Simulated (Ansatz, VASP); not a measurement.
InP: VASP beside Ansatz

```
CELL_PARAMETERS angstrom
0.00000 2.87288 2.87288
2.87288 0.00000 2.87288
2.87288 2.87288 0.00000
ATOMIC_POSITIONS crystal
In 0.00000 0.00000 0.00000
P 0.25000 0.25000 0.25000
```

Change from the starting cell: hydrostatic strain -2.7%.

Alike in both runs: task single point; functional r2SCAN; k mesh 8 × 8 × 8; no spin polarisation.

```csv
,VASP,Ansatz
version,VASP 6.6.1,Ansatz 0.2.0
potentials or method,"VASP PAW PBE potentials, release 64 (In_d, P)","plane waves, PAW"
plane-wave cutoff (eV),520,500
occupations,"gaussian, width 0.01 eV",fixed
valence electrons in the cell,18,18
```

|  | VASP | Ansatz | Ansatz less VASP |
| --- | --- | --- | --- |
| gap on the k mesh at the Fermi level (eV) | 1.52 | 1.51 | -0.007 |
| pressure (GPa) | 6.7 | 6.8 | +0.13 |

Caveats: the PAW data sets were made with another functional, which shifts forces and pressure a little (VASP); spin-orbit coupling is left out, which moves the levels of the heavy elements. A k mesh can miss the band edges.
